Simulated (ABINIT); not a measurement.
Runs of ABINIT 10.8.3 (patched build) on BAs. Symmetry: F-43m, No. 216, cubic system. The conventional cell has a = 4.777 Å, b = 4.777 Å, c = 4.777 Å, α = 90.00°, β = 90.00°, γ = 90.00°. As (site symmetry -43m) has 4 B at 2.07 Å as nearest neighbours. Around B (site symmetry -43m) lie 4 As at 2.07 Å. 

```csv
level,gap on the mesh (eV),pressure (GPa)
AM05,(c),-0.9
PBEsol,(a),-0.7
WC,1.09,-0.6
LDA,1.13,-3.8
PBE,(b),2.8
SCAN,1.41,-0.7
revPBE,1.20,4.8
PW91,1.20,2.6
```

Alike in all rows: task single point; potentials or basis JTH PAW PBE v2.0; no spin polarisation; cell as given; k mesh 10 × 10 × 10; cutoff (eV) 490; smearing fermi-dirac 0.05 eV.

Fill in the values left out.

(a) 1.08; (b) 1.18; (c) 1.12.

Caveats: the PAW data sets were made with another functional, which shifts forces and pressure a little (some runs).

A k mesh can miss the band edges, and the runs leave out spin-orbit coupling on As.
